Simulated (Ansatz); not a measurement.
Is this Co result the lowest state?

Co is taken as an experimental structure (space group Fm-3m, primitive cell doubled), 2 atoms in the cell. Source: COD entry 9012933; the sample's temperature and pressure aren't taken into account, and it need not be the stable phase.

The calculation used DFT, HSE06, PAW, plane waves, scalar-relativistic in Ansatz development build ahead of 0.2.0.

```yaml
crystal:
  lattice:
    - [3.5835, 1.79175, 1.79175]
    - [1.79175, 3.5835, 1.79175]
    - [1.79175, 1.79175, 3.5835]
  atoms:
    - { symbol: Co, position: [0.0, 0.0, 0.0], spin: 3.0 }
    - { symbol: Co, position: [0.5, 0.5, 0.5] }
magnetization:
  spin_polarized: true
hamiltonian:
  xc: hse06
  pseudopotentials: { kind: paw }
basis:
  ecutwfc: 420
kpoints:
  mp_grid: { grid: [6, 6, 6] }
scf:
  occupations: { method: fermi_dirac, width: 0.05 }
  lower_state_search: "off"
output:
  forces: true
  stress: true
```

Launched as:
```sh
ansatz run input.yaml --threads 4 --pin off --max-ram 10240MiB --backend cpu --events-out ev --progress --plain --runs-dir out
```

Wall time and machine: 51 s on 4 threads of Arm Neoverse V2 (shared host), peak memory 0.93 GiB.

The end of the output:

```
SCF 15 converged in 4 iterations: F = -10248.464608 eV  dr2 = 3.68e-10
  Residual-converged pass: ⟨swp⟩=2.9  Hψ=2778  notcnv=0  max |occ|·‖R‖ = 1.0e-6 eV (tolerance 1.0e-6 eV)  dr2=3.64e-10  dr2_m=2.47e-10  dr2_onsite=2.50e-10  max |Δocc| = 4.8e-13
hybrid outer 14: dexx = +1.044e-8 eV, tail = 8.26e-9 eV, Δε = 5.95e-4 eV (about 5.08e-4 eV left of the loop's levels), ΔF = 1.68e-28 eV/Å (tail 1.44e-28)
the last iteration of the SCF fills more bands at one k-point than at another: 18 at σ=↑ k=3 and 20 at σ=↑ k=0; 14 at σ=↓ k=12 and 16 at σ=↓ k=0 (a band counts as filled where it holds over half of its capacity, the bands of one level by their mean; [...]
this state was not tested for a lower state beside it, because the functional holds exact exchange (a hybrid, or Hartree-Fock), whose exchange loop this test does not read (fock_operator); [...]
hybrid SCF converged: 14 outer / 168 inner (+25 warm-up), last move |dexx| = 1.04e-8 eV, tail = 8.26e-9 eV
Magnetization: 3.6848 μB (18.8424 up, 15.1576 down)
Absolute magnetization: 4.4528 μB (∫|ρ↑−ρ↓|, with the PAW one-centre terms)
Spin contamination: 0.2515 ħ² per cell (⟨S²⟩ above its minimum at these occupations)
Per-site moments (μB) at R_I (Å): [(2.0831, 1.0452), (1.9225, 1.0452)]
Free energy (F): -10248.464608 eV
Frozen-core exchange: fock
Harris-Foulkes:  -10248.464608 eV  (|F-HF|=4.91e-11)
Internal energy: -10248.458270 eV  (E = F + TS)
E sigma→0 (E₀):  -10248.461439 eV
Entropy (-TS):   -0.006338 eV (-3.169 meV/atom)
Fermi energy:    17.591832 eV
--- Forces (eV/Å), atoms counted from 1 ---
  atom   1  Co     0.00000000    -0.00000000    -0.00000000
  atom   2  Co     0.00000000    -0.00000000    -0.00000000
--- Stress (GPa, compression-positive) ---
       -2.221814       1.859084       1.859084
        1.859084      -2.221814       1.859084
        1.859084       1.859084      -2.221814
  P = ⅓ Tr σ = -2.2218 GPa (-22.218 kbar)
  guard bands above this table: 2 of the run's 23 bands, where the rule asks 3: the bands that hold charge and the lowest empty level above them stay in the table. The solve was not asked for them (output.publish_guard_bands: true or output.eigenvalues: true publishes all)
```

The mesh is coarse, so energy differences (and at times their sign) aren't converged.

Hybrids strongly overstate moments, exchange splitting and magnetic energies in itinerant metals. Pressures are approximate, as the exchange loop's threshold is loose for stress.

Site moments are taken inside atomic spheres and don't add up to the total.

Problem. The run converged. Is this the lowest state of the cell, and if not, what lies lower and how is it reached?

Solution. No lower state turned up: it is the lowest of 4 states reached by 10 converged runs, and the next lies 32.3 meV/atom higher (ferromagnetic, site moments Co1 1.98, Co2 1.98 μB, total 3.63 μB per cell, no gap on the k-mesh). That doesn't prove a ground state. This multiple of the primitive cell fits some opposed orders; other multiples fit others. Orders that need a larger cell or non-collinear spins weren't tried.
